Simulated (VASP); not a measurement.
Wanted: the native input for a VASP 6.6.1 run.

```
Task                   : relaxation of cell and atoms
Functional             : LDA
Potentials or basis    : VASP PAW LDA potentials, release 64 (Na_pv, H)
Cutoff                 : 600 eV
k mesh                 : 8 × 8 × 8
Occupations            : fermi-dirac, width 0.02 eV
Spin                   : no spin polarisation
Dipole correction      : no
Further INCAR settings : ALGO = Fast; EDIFF = 1e-07; IBRION = 2; EDIFFG = -0.005; NSW = 80; ISIF = 3
```

The structure of NaH lies in POSCAR:

```
NaH
1.0
    0.0000000000      2.4160403265      2.4160403265
    2.4160403265      0.0000000000      2.4160403265
    2.4160403265      2.4160403265      0.0000000000
Na H
1 1
Direct
    0.0000000000      0.0000000000      0.0000000000
    0.5000000000      0.5000000000      0.5000000000
```

One way to write it, as run:

INCAR

```
ALGO     = Fast           # electronic algorithm
EDIFF    = 1E-7           # SCF threshold, eV
EDIFFG   = -0.005         # ionic threshold
ENCUT    = 600            # plane-wave cutoff, eV
GGA      = CA             # functional
IBRION   = 2              # ionic algorithm
ISIF     = 3              # what is computed and relaxed
ISMEAR   = -1             # smearing method
LASPH    = T              # aspherical terms in the spheres
LCHARG   = F              # write CHGCAR
LREAL    = F              # projectors in reciprocal space
LWAVE    = F              # write WAVECAR
NELM     = 80             # most SCF steps
NSW      = 80             # ionic steps
PREC     = Accurate       # precision mode
SIGMA    = 0.02           # smearing width, eV
```

KPOINTS

```
k-points
0
Gamma
  8 8 8
```

Potentials or basis: VASP PAW LDA potentials, release 64 (Na_pv, H).

Command:

```bash
$ cat potpaw_LDA.64/Na_pv/POTCAR potpaw_LDA.64/H/POTCAR > POTCAR
$ mpirun -np 1 vasp_std > vasp.out
```

Results of the run:

* Relaxed volume: 12.91 Å³/atom
* Relaxed cell: a = 3.317 Å, b = 3.317 Å, c = 3.317 Å, α = 60.00°, β = 60.00°, γ = 60.00°
* Space group after relaxing (to 0.05 Å): Fm-3m (No. 225)
* Energy gained by relaxing: 8.4 meV/atom
* Ionic steps: 4
* Pressure after relaxing: 0.0 GPa
* Band gap on the k mesh: 3.54 eV, indirect (least direct gap 4.50 eV)

Wall time 28 s on 1 thread of Intel(R) Xeon(R) Platinum 8375C CPU @ 2.90GHz (Ice Lake), on a shared host, peak memory 0.14 GiB.
